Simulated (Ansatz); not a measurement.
**A sublattice moved along a line in BN**

These are results of DFT PBE+D3(BJ), scalar-relativistic, plane waves, PAW in Ansatz 0.2.0, not measurements. Cutoff 420 eV, Γ-centred 12×12×12 k-points, Gaussian smearing of 0.05 eV. No spin polarisation. Energies are free energies at this smearing, counted from the undisturbed cell; pressure is positive in compression.

Zero of the scan (as given, not relaxed at this level; it stands at 0.9 GPa; this form isn't the usual structure):

```
B N
1.0
     1.25112    0.72234    3.37293
    -1.25112    0.72234    3.37293
     0.00000   -1.44467    3.37293
B N
1 1
Direct
  0.99967 0.99967 0.99967
  0.33276 0.33276 0.33276
```

Every B atom is moved by x along the Cartesian unit vector (-0.866, -0.500, -0.002); the cell and all other atoms stay fixed.

```
  x (Å)  ΔE (meV/cell)
-0.5000         2431.1
-0.3750         1763.7
-0.2500          967.1
-0.1250          284.9
 0.0000            0.0
 0.1250          371.8
 0.2500         1731.5
 0.3750         4747.0
 0.5000        10901.5
```

Predict the force along x on the moved atoms (eV/Å) at each point.

| x (Å) | force along x on the moved atoms (eV/Å) |
| --- | --- |
| -0.5000 | 4.42 |
| -0.3750 | 6.10 |
| -0.2500 | 6.30 |
| -0.1250 | 4.23 |
| 0.0000 | 0.00 |
| 0.1250 | -6.36 |
| 0.2500 | -16.23 |
| 0.3750 | -33.90 |
| 0.5000 | -68.46 |